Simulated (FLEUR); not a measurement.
The system is NaF (Villiaumite).

```
CELL_PARAMETERS angstrom
0.00000 2.32000 2.32000
2.32000 0.00000 2.32000
2.32000 2.32000 0.00000
ATOMIC_POSITIONS crystal
Na 0.00000 0.00000 0.00000
F 0.50000 0.50000 0.50000
```

Base run:

```yaml
Program: FLEUR MaX-R8.1 (later development tree)
Functional: WC
Potentials_or_basis: all-electron
Basis: FLAPW
Kmax: 4.5 1/bohr
k_mesh: 10 × 10 × 10
Occupations: fermi-dirac, width 0.05 eV
Spin: no spin polarisation
```

Its results: band gap on the k mesh 6.24 eV, direct.

The run is repeated on the same cell with these changes: functional from WC to PBEsol. What comes out?

Band gap on the k mesh 6.15 eV, direct.

Not every run made on this cell is shown here.
